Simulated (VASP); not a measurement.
# InP (F-43m) in VASP: notebook

Aim: see how the results for InP move with the level of theory and the settings. Levels: LDA, r2SCAN, PBE, HSE06. Tasks: single point.

Everything below comes from runs of VASP 6.6.1. Logs are shortened: lines on timing, memory, paths and dates and some standing lists are left out, and cuts for length are marked.

**Measured values to compare with.**

A printed reference work, data compilation reports, for a bulk crystal of InP at 1.6 K: band gap 1.4236 eV (direct).

How close the calculation comes is told below.

## 1. The cell of the first run

It takes space group F-43m (No. 216, cubic). Conventional cell: a = 5.908 Å, b = 5.908 Å, c = 5.908 Å, α = 90.00°, β = 90.00°, γ = 90.00°. In (site symmetry -43m) has 4 P at 2.56 Å within 3.4 Å. Within 3.4 Å of P (site symmetry -43m) lie 4 In at 2.56 Å.

## 2. Single point, LDA

Contents of INCAR:

```
SYSTEM = InP
PREC = Accurate
ENCUT = 520
EDIFF = 1E-6
ISMEAR = 0
SIGMA = 0.01
LREAL = .FALSE.
LASPH = .TRUE.
NELM = 60
ALGO = Normal
ISIF = 2
LWAVE = .FALSE.
LCHARG = .FALSE.
NBANDS = 16
```

Contents of KPOINTS:

```
regular mesh
0
G
  4 4 4
  0 0 0
```

Contents of POSCAR:

```
InP
1.0
    0.0000000000      2.9538133482      2.9538133482
    2.9538133482      0.0000000000      2.9538133482
    2.9538133482      2.9538133482      0.0000000000
In P
1 1
Direct
    0.0000000000      0.0000000000      0.0000000000
    0.2500000000      0.2500000000      0.2500000000
```

Potentials or basis: VASP PAW LDA potentials, release 64 (In_d, P).

Command:

```console
$ cat potpaw_LDA.64/In_d/POTCAR potpaw_LDA.64/P/POTCAR > POTCAR
$ mpirun -np 1 vasp_std > vasp.out
```

OUTCAR:

```text
SYSTEM = InP
   PREC = Accurate
   ENCUT = 520
   EDIFF = 1E-6
   ISMEAR = 0
   LREAL = .FALSE.
   LASPH = .TRUE.
   NELM = 60
   ISIF = 2

 ion  position               nearest neighbor table
   1  0.000  0.000  0.000-   2 2.56   2 2.56   2 2.56   2 2.56
   2  0.250  0.250  0.250-   1 2.56   1 2.56   1 2.56   1 2.56

  LATTYP: Found a face centered cubic cell.
 ALAT       =     5.9076266964

  Lattice vectors:

 A1 = (   0.0000000000,   2.9538133482,   2.9538133482)
 A2 = (   2.9538133482,   0.0000000000,   2.9538133482)
 A3 = (   2.9538133482,   2.9538133482,   0.0000000000)

Analysis of symmetry for initial positions (statically):
=====================================================================
 Subroutine PRICEL returns:
 Original cell was already a primitive cell.

 Routine SETGRP: Setting up the symmetry group for a
 face centered cubic supercell.

 Subroutine GETGRP returns: Found 24 space group operations
 (whereof 24 operations were pure point group operations)
 out of a pool of 48 trial point group operations.

The static configuration has the point symmetry T_d .

Analysis of symmetry for dynamics (positions and initial velocities):
=====================================================================
 Subroutine PRICEL returns:
 Original cell was already a primitive cell.

 Routine SETGRP: Setting up the symmetry group for a
 face centered cubic supercell.

 Subroutine GETGRP returns: Found 24 space group operations
 (whereof 24 operations were pure point group operations)
 out of a pool of 48 trial point group operations.

The dynamic configuration has the point symmetry T_d .

 Subroutine INISYM returns: Found 24 space group operations
 (whereof 24 operations are pure point group operations),
 and found     1 'primitive' translations

----------------------------------------------------------------------------------------

                                     Primitive cell

  volume of cell :      51.5441

  direct lattice vectors                    reciprocal lattice vectors
     0.000000000  2.953813348  2.953813348    -0.169272713  0.169272713  0.169272713
     2.953813348  0.000000000  2.953813348     0.169272713 -0.169272713  0.169272713
     2.953813348  2.953813348  0.000000000     0.169272713  0.169272713 -0.169272713

  length of vectors
     4.177322898  4.177322898  4.177322898     0.293188940  0.293188940  0.293188940

  position of ions in fractional coordinates (direct lattice)
     0.000000000  0.000000000  0.000000000
     0.250000000  0.250000000  0.250000000

  ion indices of the primitive-cell ions
   primitive index   ion index
                 1           1
                 2           2

----------------------------------------------------------------------------------------

 KPOINTS: regular mesh

Automatic generation of k-mesh.
 Grid dimensions read from file:
 generate k-points for:    4    4    4

 Generating k-lattice:

  Cartesian coordinates                     Fractional coordinates (reciprocal lattice)
    -0.042318178  0.042318178  0.042318178     0.250000000  0.000000000  0.000000000
     0.042318178 -0.042318178  0.042318178     0.000000000  0.250000000  0.000000000
     0.042318178  0.042318178 -0.042318178     0.000000000  0.000000000  0.250000000

  Length of vectors
     0.073297235  0.073297235  0.073297235

  Shift w.r.t. Gamma in fractional coordinates (k-lattice)
     0.000000000  0.000000000  0.000000000

 Subroutine IBZKPT returns following result:
 ===========================================

 Found      8 irreducible k-points:

 Following reciprocal coordinates:
            Coordinates               Weight
  0.000000  0.000000  0.000000      1.000000
  0.250000  0.000000  0.000000      8.000000
  0.500000  0.000000  0.000000      4.000000
  0.250000  0.250000  0.000000      6.000000
  0.500000  0.250000  0.000000     24.000000
 -0.250000  0.250000  0.000000     12.000000
  0.500000  0.500000  0.000000      3.000000
 -0.250000  0.500000  0.250000      6.000000
   k-points           NKPTS =      8   k-points in BZ     NKDIM =      8   number of bands    NBANDS=     16
   number of dos      NEDOS =    301   number of ions     NIONS =      2
   total plane-waves  NPLWV =  32768
   dimension x,y,z NGX =    32 NGY =   32 NGZ =   32
   dimension x,y,z NGXF=    64 NGYF=   64 NGZF=   64
   ions per type =               1   1
   NGX,Y,Z   is equivalent  to a cutoff of  12.74, 12.74, 12.74 a.u.
   NGXF,Y,Z  is equivalent  to a cutoff of  25.47, 25.47, 25.47 a.u.
 SYSTEM =  InP
   PREC   = accura    normal or accurate (medium, high low for compatibility)
   ISTART =      0    job   : 0-new  1-cont  2-samecut
   ICHARG =      2    charge: 1-file 2-atom 10-const
   ISPIN  =      1    spin polarized calculation?
   LNONCOLLINEAR =      F non collinear calculations
   LSORBIT =      F    spin-orbit coupling
   LASPH  =      T    aspherical Exc in radial PAW
   ENCUT  =  520.0 eV  38.22 Ry    6.18 a.u.   7.77  7.77  7.77*2*pi/ulx,y,z
   NELM   =     60;   NELMIN=  2; NELMDL= -5     # of ELM steps
   EDIFF  = 0.1E-05   stopping-criterion for ELM
   LREAL  =      F    real-space projection
[... 7 lines left out ...]
   TEBEG  =    0.0;   TEEND  =   0.0 temperature during run
   PSTRESS=    0.0 pullay stress
   NELECT =      18.0000    total number of electrons
   NUPDOWN=      -1.0000    fix difference up-down
   EMIN   =  10.00;   EMAX   =-10.00  energy-range for DOS
   EFERMI =   0.00;   METHOD = LEGACY
   ISMEAR =     0;   SIGMA  =   0.01  broadening in eV -4-tet -1-fermi 0-gaus
   EFERMI_NEDOS =   21; number of points for ismear=-14 and -15
   IALGO  =     38    algorithm
   IMIX   =      4    mixing-type and parameters
     AMIX     =   0.40;   BMIX     =  1.00
     AMIX_MAG =   1.60;   BMIX_MAG =  1.00
  volume/ion in A,a.u.               =      25.77       173.92
  Fermi-wavevector in a.u.,A,eV,Ry     =   1.152850  2.178570 18.082986  1.329062
  Thomas-Fermi vector in A             =   2.289498
   LORBIT       =      0    0 simple, 1 ext, 2 COOP (PROOUT), +10 PAW based schemes
   GGA     = CA    functional components
   LHFCALC =     F    Hartree Fock is set to
   AEXX    =    0.0000 exact exchange contribution
   IVDW    =     0    specifies the selected vdW correction
   LEPSILON=     F    determine dielectric tensor
   LRPA    =     F    only Hartree local field effects (RPA)
 non-spin polarized calculation
 Gauss-broadening in eV      SIGMA  =   0.01
  energy-cutoff  :      520.00
  volume of cell :       51.54
 maximum number of plane-waves:      1411
   NGX = 15   NGY = 15   NGZ = 15

 number of electron      18.0000008 magnetization

 Free energy of the ion-electron system (eV)
  ---------------------------------------------------
  ext. energy  EPLUGINS =         0.00000000
  ---------------------------------------------------
  free energy    TOTEN  =        -9.53601763 eV

  energy without entropy =       -9.53601763  energy(sigma->0) =       -9.53601763

 E-fermi :   4.8466     XC(G=0):  -9.4975

 val. band max:        4.7975150045   @ k =   0.0000   0.0000   0.0000
 cond. band min:       5.1575045950   @ k =   0.0000   0.0000   0.0000
 fundamental gap:      0.3599895905
 Fermi energy:         4.8465648922

 k-point     1 :       0.0000    0.0000    0.0000
  band No.  band energies     occupation
      1      -9.3947      2.00000
      2      -9.3947      2.00000
      3      -9.3947      2.00000
      4      -9.2537      2.00000
      5      -9.2537      2.00000
      6      -6.5948      2.00000
      7       4.7975      2.00000
      8       4.7975      2.00000
      9       4.7975      2.00000
     10       5.1575      0.00000
     11       8.7235      0.00000
     12       8.7235      0.00000
     13       8.7235      0.00000
     14      12.9277      0.00000
     15      14.1817      0.00000
     16      14.1817      0.00000

 k-point     2 :       0.2500    0.0000    0.0000
  band No.  band energies     occupation
      1      -9.4493      2.00000
      2      -9.3730      2.00000
      3      -9.3730      2.00000
      4      -9.2513      2.00000
      5      -9.2513      2.00000
      6      -5.9366      2.00000
      7       1.3082      2.00000
      8       4.2437      2.00000
      9       4.2437      2.00000
     10       6.3292      0.00000
     11       9.4223      0.00000
     12       9.4223      0.00000
     13       9.8774      0.00000
     14      13.2681      0.00000
     15      13.2681      0.00000
     16      13.5935      0.00000

 k-point     3 :       0.5000    0.0000    0.0000
  band No.  band energies     occupation
      1      -9.5000      2.00000
      2      -9.3587      2.00000
      3      -9.3587      2.00000
      4      -9.2411      2.00000
      5      -9.2411      2.00000
      6      -4.9137      2.00000
      7      -0.9360      2.00000
      8       3.8351      2.00000
      9       3.8351      2.00000
     10       6.0367      0.00000
     11       9.4603      0.00000
     12       9.4603      0.00000
     13      11.6127      0.00000
     14      13.8937      0.00000
     15      15.3140      0.00000
     16      15.3140      0.00000

 k-point     4 :       0.2500    0.2500    0.0000
  band No.  band energies     occupation
      1      -9.4862      2.00000
      2      -9.3472      2.00000
      3      -9.3472      2.00000
      4      -9.2754      2.00000
      5      -9.2373      2.00000
      6      -5.7188      2.00000
      7       1.3847      2.00000
      8       3.4000      2.00000
      9       3.4000      2.00000
     10       7.1052      0.00000
     11       7.7024      0.00000
     12      10.9768      0.00000
     13      10.9768      0.00000
     14      11.5160      0.00000
     15      14.7286      0.00000
     16      16.4660      0.00000

 k-point     5 :       0.5000    0.2500    0.0000
  band No.  band energies     occupation
      1      -9.5216      2.00000
      2      -9.3375      2.00000
      3      -9.3256      2.00000
      4      -9.2725      2.00000
      5      -9.2339      2.00000
      6      -4.6575      2.00000
      7      -0.5558      2.00000
      8       2.0909      2.00000
      9       3.0759      2.00000
     10       7.1652      0.00000
     11       8.9878      0.00000
     12      10.7518      0.00000
     13      11.2878      0.00000
     14      13.9061      0.00000
     15      15.4546      0.00000
     16      16.5288      0.00000

 k-point     6 :      -0.2500    0.2500    0.0000
  band No.  band energies     occupation
      1      -9.4947      2.00000
      2      -9.3527      2.00000
      3      -9.3450      2.00000
      4      -9.2549      2.00000
      5      -9.2490      2.00000
      6      -5.0399      2.00000
      7      -0.0083      2.00000
      8       1.9845      2.00000
      9       3.7800      2.00000
     10       7.5807      0.00000
     11       9.6637      0.00000
     12      10.1406      0.00000
     13      10.2666      0.00000
     14      12.7741      0.00000
     15      14.8463      0.00000
     16      16.4492      0.00000

 k-point     7 :       0.5000    0.5000    0.0000
  band No.  band energies     occupation
      1      -9.5621      2.00000
      2      -9.3014      2.00000
      3      -9.2976      2.00000
      4      -9.2976      2.00000
      5      -9.2209      2.00000
      6      -4.2652      2.00000
      7      -0.9906      2.00000
      8       2.5043      2.00000
      9       2.5043      2.00000
     10       6.3911      0.00000
     11       6.8929      0.00000
     12      13.6339      0.00000
     13      14.0443      0.00000
     14      14.0443      0.00000
     15      15.5436      0.00000
     16      16.4483      0.00000

 k-point     8 :      -0.2500    0.5000    0.2500
  band No.  band energies     occupation
      1      -9.5296      2.00000
      2      -9.3400      2.00000
      3      -9.3052      2.00000
      4      -9.2731      2.00000
      5      -9.2396      2.00000
      6      -4.1902      2.00000
      7      -0.8473      2.00000
      8       1.8722      2.00000
      9       1.9061      2.00000
     10       8.9433      0.00000
     11       8.9704      0.00000
     12      10.1073      0.00000
     13      10.8177      0.00000
     14      14.5754      0.00000
     15      15.9466      0.00000
     16      16.5175      0.00000

------------------------ aborting loop because EDIFF is reached ----------------------------------------

  FORCE on cell =-STRESS in cart. coord.  units (eV):
  Direction    XX          YY          ZZ          XY          YZ          ZX
  --------------------------------------------------------------------------------------
  -------------------------------------------------------------------------------------
  Total       -0.8116793     -0.8116793     -0.8116793     -0.0000000      0.0000000     -0.0000000
  in kB      -25.2299230    -25.2299230    -25.2299230     -0.0000000      0.0000000     -0.0000000
  external PRESSURE =     -25.2299230 kB  Pullay stress =       0.0000000 kB

 VOLUME and BASIS-vectors are now :
 -----------------------------------------------------------------------------
  energy-cutoff  :      520.00
  volume of cell :       51.54
      direct lattice vectors                 reciprocal lattice vectors
     0.000000000  2.953813348  2.953813348    -0.169272713  0.169272713  0.169272713
     2.953813348  0.000000000  2.953813348     0.169272713 -0.169272713  0.169272713
     2.953813348  2.953813348  0.000000000     0.169272713  0.169272713 -0.169272713

 POSITION                                       TOTAL-FORCE (eV/Angst)
 -----------------------------------------------------------------------------------
      0.00000      0.00000      0.00000        -0.000000      0.000000      0.000000
      1.47691      1.47691      1.47691         0.000000     -0.000000     -0.000000
 -----------------------------------------------------------------------------------
    total drift:                               -0.000000     -0.000000     -0.000000

  FREE ENERGIE OF THE ION-ELECTRON SYSTEM (eV)
  ---------------------------------------------------
  free  energy   TOTEN  =        -9.5360176315 eV

  energy  without entropy=       -9.5360176315  energy(sigma->0) =       -9.53601763
```

It took 5.4 s on 1 thread of Intel Xeon Platinum 8259CL at 2.50GHz (Skylake/Cascade Lake), shared host; peak memory 0.15 GiB.

What came out:

- Free energy: -9.5360 eV
- Pressure: -2.5 GPa
- Band gap on the k mesh: 0.36 eV, direct

Caveat: the k points lie up to 0.46 Å⁻¹ apart; spin-orbit coupling is left out, which moves the levels of the heavy elements.

[end of part 1 of 2]
